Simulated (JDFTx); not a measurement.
# SH2 in JDFTx: further runs

One molecule, SH2, is run at these levels: PBE+D3, PBE+D2; tasks: single point.

All numbers are computed with JDFTx 1.7.0 (patched build); they aren't measurements. Logs are shortened: lines on timing, memory, paths and dates and some standing lists are left out, and cuts for length are marked. The log counts tension as positive stress, the text compression.

## Step 1: Starting point

The cell holds a molecule in a box, 3 atoms: a = 11.000 Å, b = 11.000 Å, c = 10.000 Å, α = 90.00°, β = 90.00°, γ = 90.00°.

## Step 2: Single point, PBE+D3

The input, vacuum.in:

```
lattice \
   20.7869873709     0.0000000000     0.0000000000 \
    0.0000000000    20.7869873709     0.0000000000 \
    0.0000000000     0.0000000000    18.8972612463
coords-type Cartesian
ion S     11.4469214569     9.6377921137    10.1272312745 1
ion H     10.6955664443    12.0534292078     9.9732185953 1
ion H      9.3891986609     8.8129268304     8.8985313483 1

ion-species pseudo/S.upf
ion-species pseudo/H.upf
elec-cutoff 36
elec-ex-corr gga-PBE
van-der-waals D3
kpoint-folding 1 1 1
elec-n-bands 4
electronic-minimize nIterations 100 energyDiffThreshold 1e-07
core-overlap-check none
forces-output-coords Cartesian

dump-name vacuum.$VAR
dump End Ecomponents EigStats BandEigs Kpoints Forces State ElecDensity Dtot KEdensity
```

Potentials or basis: PseudoDojo-SR-PBE-0.5-standard with smoothed tails.

On the command line:

```sh
$ jdftx -c 1 -i vacuum.in -o vacuum.out
```

What it wrote:

```text
*************** JDFTx 1.7.0 (patched build) ***************

Input parsed successfully to the following command list (including defaults):
[... the input with its defaults ...]

---------- Setting up symmetries ----------

Found 16 point-group symmetries of the bravais lattice
Found 1 space-group symmetries with basis
Applied RMS atom displacement 0 bohrs to make symmetries exact.

---------- Initializing the Grid ----------
R =
[       20.787            0            0  ]
[            0       20.787            0  ]
[            0            0      18.8973  ]
unit cell volume = 8165.48
G =
[   0.302265          0          0  ]
[          0   0.302265          0  ]
[          0          0   0.332492  ]
Minimum fftbox size, Smin = [  116  116  104  ]
Chosen fftbox size, S = [  120  120  108  ]

---------- Exchange Correlation functional ----------
Initalized PBE GGA exchange.
Initalized PBE GGA correlation.

---------- Setting up pseudopotentials ----------
Width of ionic core gaussian charges (only for fluid interactions / plotting) set to 0

Reading pseudopotential file 'pseudo/S.upf':
  'S' pseudopotential, 'PBE' functional
  Generated using ONCVPSP code by D. R. Hamann
  6 valence electrons, 2 orbitals, 6 projectors, 1001 radial grid points, with lMax = 2
    3S    l: 0   occupation:  2.0   eigenvalue: -0.634163
    3P    l: 1   occupation:  4.0   eigenvalue: -0.257567
  Core radius for overlap checks: 1.43 bohrs.

Reading pseudopotential file 'pseudo/H.upf':
  'H' pseudopotential, 'PBE' functional
  Generated using ONCVPSP code by D. R. Hamann
  1 valence electrons, 1 orbitals, 3 projectors, 1001 radial grid points, with lMax = 1
    1S    l: 0   occupation:  1.0   eigenvalue: -0.238602
  Core radius for overlap checks: 0.96 bohrs.

Initialized 2 species with 3 total atoms.

Folded 1 k-points by 1x1x1 to 1 k-points.

---------- Setting up k-points, bands, fillings ----------
No reducable k-points.
Computing the number of bands and number of electrons
Calculating initial fillings.
nElectrons:   8.000000   nBands: 4   nStates: 1

----- Setting up reduced wavefunction bases (one per k-point) -----
average nbasis = 84191.000 , ideal nbasis = 84242.204

Initializing DFT-D3 calculator:
	Parameters set for gga-PBE functional
	s6:  1.000  s_r6:  1.217
	s8:  0.722  s_r8:  1.000
	Per-atom parameters loaded for:
	 S:  sqrtQ[a0]:  4.041  Rcov[a0]:  1.928  CN: [ 0.00 0.99 1.99 ]
	 H:  sqrtQ[a0]:  2.007  Rcov[a0]:  0.605  CN: [ 0.91 0.00 ]

---------- Setting up ewald sum ----------
Optimum gaussian width for ewald sums = 6.689349 bohr.
Real space sum over 1331 unit cells with max indices [  5  5  5  ]
Reciprocal space sum over 2197 terms with max indices [  6  6  6  ]

Computing DFT-D3 correction:
# coordination-number S 1.990
# coordination-number H 0.995 0.995
# diagonal-C6 S 125.91
# diagonal-C6 H 3.09 3.09
EvdW_6 =   -0.000017
EvdW_8 =   -0.000022

---------- Allocating electronic variables ----------
Initializing wave functions:  linear combination of atomic orbitals
S pseudo-atom occupations:   s ( 2 )  p ( 4 )
H pseudo-atom occupations:   s ( 1 )
	FillingsUpdate:  mu: -0.034754899  nElectrons: 8.000000
LCAOMinimize: Iter:   0  Etot: -11.2834641188344058  |grad|_K:  1.865e-02  alpha:  1.000e+00
	FillingsUpdate:  mu: -0.040956108  nElectrons: 8.000000
LCAOMinimize: Iter:   1  Etot: -11.2884616911812010  |grad|_K:  2.442e-03  alpha:  5.645e-01  linmin: -8.533e-02  cgtest:  1.999e-02
	FillingsUpdate:  mu: -0.039988963  nElectrons: 8.000000
LCAOMinimize: Iter:   2  Etot: -11.2885841743489195  |grad|_K:  1.396e-04  alpha:  8.297e-01  linmin:  5.677e-02  cgtest: -4.764e-02
	FillingsUpdate:  mu: -0.039943873  nElectrons: 8.000000
LCAOMinimize: Iter:   3  Etot: -11.2885844392577432  |grad|_K:  2.711e-05  alpha:  5.653e-01  linmin: -8.489e-06  cgtest:  8.677e-02
LCAOMinimize: None of the convergence criteria satisfied after 3 iterations.

Computing DFT-D3 correction:
# coordination-number S 1.990
# coordination-number H 0.995 0.995
# diagonal-C6 S 125.91
# diagonal-C6 H 3.09 3.09
EvdW_6 =   -0.000017
EvdW_8 =   -0.000022

-------- Electronic minimization -----------
ElecMinimize: Iter:   0  Etot: -11.288584439257733  |grad|_K:  5.846e-04  alpha:  1.000e+00
ElecMinimize: Iter:   1  Etot: -11.412320623301468  |grad|_K:  2.397e-04  alpha:  1.074e+00  linmin: -8.594e-03
ElecMinimize: Iter:   2  Etot: -11.429274257797953  |grad|_K:  1.214e-04  alpha:  8.720e-01  linmin: -9.264e-04
ElecMinimize: Iter:   3  Etot: -11.434439575271270  |grad|_K:  4.804e-05  alpha:  1.039e+00  linmin: -1.911e-05
ElecMinimize: Iter:   4  Etot: -11.435401836494986  |grad|_K:  2.137e-05  alpha:  1.238e+00  linmin: -4.163e-05
ElecMinimize: Iter:   5  Etot: -11.435543663317635  |grad|_K:  1.200e-05  alpha:  9.221e-01  linmin:  4.103e-05
ElecMinimize: Iter:   6  Etot: -11.435587450441339  |grad|_K:  6.215e-06  alpha:  9.035e-01  linmin: -4.491e-05
ElecMinimize: Iter:   7  Etot: -11.435602986888648  |grad|_K:  2.848e-06  alpha:  1.195e+00  linmin:  2.280e-04
ElecMinimize: Iter:   8  Etot: -11.435605829637923  |grad|_K:  1.228e-06  alpha:  1.041e+00  linmin: -1.399e-05
ElecMinimize: Iter:   9  Etot: -11.435606319918850  |grad|_K:  6.072e-07  alpha:  9.649e-01  linmin: -1.073e-05
ElecMinimize: Iter:  10  Etot: -11.435606444903303  |grad|_K:  2.871e-07  alpha:  1.007e+00  linmin: -2.197e-05
ElecMinimize: Iter:  11  Etot: -11.435606477496670  |grad|_K:  1.385e-07  alpha:  1.174e+00  linmin:  1.230e-05
ElecMinimize: Iter:  12  Etot: -11.435606485209096  |grad|_K:  6.317e-08  alpha:  1.194e+00  linmin: -2.162e-05
ElecMinimize: Converged (|Delta Etot|<1.000000e-07 for 2 iters).
Setting wave functions to eigenvectors of Hamiltonian

Computing DFT-D3 correction:
# coordination-number S 1.990
# coordination-number H 0.995 0.995
# diagonal-C6 S 125.91
# diagonal-C6 H 3.09 3.09
EvdW_6 =   -0.000017
EvdW_8 =   -0.000022

# Ionic positions in cartesian coordinates:
ion S  11.446921456899998   9.637792113700000  10.127231274500000 1
ion H  10.695566444299999  12.053429207800001   9.973218595299999 1
ion H   9.389198660900000   8.812926830400000   8.898531348300001 1

# Forces in Cartesian coordinates:
force S   0.005512813333678  -0.003159607701408   0.002738421541819 1
force H  -0.001834013792433   0.003903145000027  -0.000591791798097 1
force H  -0.003681969645932  -0.000741456723339  -0.002147087168021 1

# Energy components:
   Eewald =        0.5341643784359583
       EH =        9.5491789934445492
     Eloc =      -24.7111631333023531
      Enl =        1.3220019709994693
     EvdW =       -0.0000394148176294
      Exc =       -3.7987452802137298
 Exc_core =        0.7449992156524561
       KE =        4.9239967845921839
-------------------------------------
     Etot =      -11.4356064852090960

IonicMinimize: Iter:   0  Etot: -11.435606485209096  |grad|_K:  3.083e-03
IonicMinimize: None of the convergence criteria satisfied after 0 iterations.

#--- Lowdin population analysis ---
# oxidation-state S -0.159
# oxidation-state H +0.155 +0.155

Dumping 'vacuum.eigStats' ...
	eMin: -0.675262 at state 0 ( [ +0.000000 +0.000000 +0.000000 ] spin 0 )
	HOMO: -0.222982 at state 0 ( [ +0.000000 +0.000000 +0.000000 ] spin 0 )
	mu  : unavailable
	LUMO: unavailable
	eMax: -0.222982 at state 0 ( [ +0.000000 +0.000000 +0.000000 ] spin 0 )
	HOMO-LUMO gap: unavailable
	Optical gap  : unavailable
Done!
[note: without smearing the FillingsUpdate lines are those of the first guess, not of the final state]
```

Run time: 39 s. Hardware: 1 thread of Arm Neoverse V1, shared host; peak memory 0.29 GiB.

What came out:

```yaml
Free_energy: -311.1787 eV
Largest_force: 0.356 eV/Å
```

Forces in eV/Å, atoms in the order of the input:
```
S    0.283 -0.162  0.141
H   -0.094  0.201 -0.030
H   -0.189 -0.038 -0.110
```

Caveat: forces may be off by hundredths of an eV/Å.

## Step 3: Single point, PBE+D2

The input, vacuum.in:

```
lattice \
   11.0000000000     0.0000000000     0.0000000000 \
    0.0000000000    11.0000000000     0.0000000000 \
    0.0000000000     0.0000000000    10.0000000000
latt-scale 1.889726124626 1.889726124626 1.889726124626
coords-type Lattice
ion S      0.5506772700     0.4636454500     0.5359100000 1
ion H      0.5145318200     0.5798545500     0.5277600000 1
ion H      0.4516863600     0.4239636400     0.4708900000 1

ion-species pseudo/S.upf
ion-species pseudo/H.upf
elec-cutoff 36
elec-ex-corr gga-PBE
van-der-waals
kpoint-folding 1 1 1
elec-n-bands 9
electronic-minimize nIterations 100 energyDiffThreshold 1e-07
core-overlap-check none
converge-empty-states yes
forces-output-coords Cartesian

dump-name vacuum.$VAR
dump End Ecomponents EigStats BandEigs Kpoints Forces State ElecDensity Dtot KEdensity
```

Potentials or basis: PseudoDojo-SR-PBE-0.5-standard with smoothed tails.

On the command line:

```sh
$ jdftx -c 1 -i vacuum.in -o vacuum.out
```

It took 62 s on 1 thread of Arm Neoverse V1, shared host; peak memory 0.31 GiB.

Results (log left out):

| Quantity | Value |
| --- | --- |
| Free energy | -311.1850 eV |
| Largest force | 0.355 eV/Å |
| Gap between the frontier levels | 5.29 eV |

Forces on the atoms (eV/Å):
```
S    0.282 -0.162  0.140
H   -0.086  0.221 -0.024
H   -0.197 -0.058 -0.117
```

Levels at points of the mesh, in eV from the valence-band top:
| k point | band 1 | band 2 | band 3 | band 4 | band 5 | band 6 | band 7 | band 8 |
| --- | --- | --- | --- | --- | --- | --- | --- | --- |
| (0.00, 0.00, 0.00) | -12.31 | -4.75 | -2.80 | 0.00 | 5.29 | 5.64 | 6.64 | 6.90 |

Caveat: forces may be off by hundredths of an eV/Å. As with any semilocal functional, this PBE gap is likely too small.

## Step 4: The reference run

An earlier run on the cell as given: functional PBE; potentials or basis PseudoDojo-SR-PBE-0.5-standard with smoothed tails; cutoff 980 eV; density cutoff 7837 eV; k mesh 1 × 1 × 1; occupations fermi-dirac, width 0.05 eV; no spin polarisation.

* Largest force: 0.356 eV/Å
* Gap between the frontier levels: 5.29 eV

## Step 5: Overview

```tsv
level	smearing	check on overlapping cores	density cutoff over wavefunction cutoff	SCF threshold on the energy	solver of the electrons	further solve for the empty bands	gap on the mesh (eV)	largest force (eV/Å)
PBE+D3	fixed	none	4	1e-07 Ha	minimize	no	-	0.36
PBE+D2	fixed	none	4	1e-07 Ha	minimize	yes	5.29	0.35
PBE	fermi-dirac 0.05 eV	-	8	1e-09 Ha	scf	yes	5.29	0.36
```

Alike in all rows: task single point; potentials or basis PseudoDojo-SR-PBE-0.5-standard with smoothed tails; no spin polarisation; cell as given; k mesh 1 × 1 × 1; cutoff (eV) 980.

Caveats: forces may be off by hundredths of an eV/Å (some runs).

Absolute energies hang on the potentials; compare differences alone.
